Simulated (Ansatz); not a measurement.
Starting cell, AlSb (zinc blende):

```
CELL_PARAMETERS angstrom
      0.00000     3.11275     3.11275
      3.11275     0.00000     3.11275
      3.11275     3.11275     0.00000
ATOMIC_POSITIONS crystal
  Sb 0.75000 0.75000 0.75000
  Al 0.00000 0.00000 0.00000
```

In this cell atom 2 (Al, nearest neighbour Sb at 2.696 Å; its periodic images, 4.4 Å or more away, move with it) is moved by u·(1.000, 0.000, 0.000) + v·(0.000, 1.000, 0.000); the rest is frozen.

Calculation: PBE (plane waves to 420 eV, PAW, scalar-relativistic; Ansatz, a quantum-chemistry and plane-wave program). k mesh 10×10×10 (Γ-centred), Fermi-Dirac smearing 0.05 eV. E stands for the smeared free energy. As the smearing reaches across the gap at some points, energies and forces of such displacements shift with the k mesh and the smearing. AlSb was relaxed with its symmetry unable to fall. Spin-orbit coupling is left out, though Sb is heavy. The zero of ΔE is the undisplaced structure. Axes are in Å.

### Question
Give the computed ΔE (meV/cell) at all points of the grid u = -0.400, -0.267, -0.133, 0.000, 0.133, 0.267, 0.400 by v = -0.400, -0.267, -0.133, 0.000, 0.133, 0.267, 0.400.

### Answer
ΔE (meV/cell), with u across and v down:

```tsv
v \ u	-0.400	-0.267	-0.133	0.000	0.133	0.267	0.400
-0.400	1235	871	643	565	643	871	1235
-0.267	871	540	331	260	331	540	871
-0.133	643	331	134	66	134	331	643
0.000	565	260	66	0	66	260	565
0.133	643	331	134	66	134	331	643
0.267	871	540	331	260	331	540	871
0.400	1235	871	643	565	643	871	1235
```

(A displaced cell: forces are minus the slopes of the energy, force constants its curvatures, and phonons follow from these.)
